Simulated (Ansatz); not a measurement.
**Wurtzite InN**

All values below come from Hartree–Fock (Ansatz, a program for electronic structure, PAW).

Run with plane-wave cutoff 460 eV, 9×9×6 k mesh (along the axes of the cell as run), Fermi–Dirac smearing 0.01 eV, scalar-relativistic PAW data made under PBE.

Cell (relaxed at this level):

InN is modelled in the hexagonal space group P6₃mc (No. 186), the wurtzite structure, Pearson symbol hP4. Cell: a = b = 3.5452 Å, c = 5.6981 Å, α = β = 90.00°, γ = 120.00°. In on 2b is surrounded by 4 N at 2.157–2.168 Å (tetrahedral). N on 2b has 4 In at 2.157–2.168 Å (tetrahedral). (Neighbours: up to the widest gap in distance over summed covalent radii, below 1.35, at either atom; cation-cation and far metal-metal contacts left out.)

- band gap: 7.28 eV (on the SCF k mesh)

Measured, for comparison: band gap 0.77 eV (zero-point shift of 0.07 eV (the table's estimate, ZP (est)) added back here, E0, Γ; inputs from arXiv:2302.06325).

Spin–orbit coupling is not included.

Computed values are for the static lattice.

Computing time: about 50 core-minutes (a rough figure).
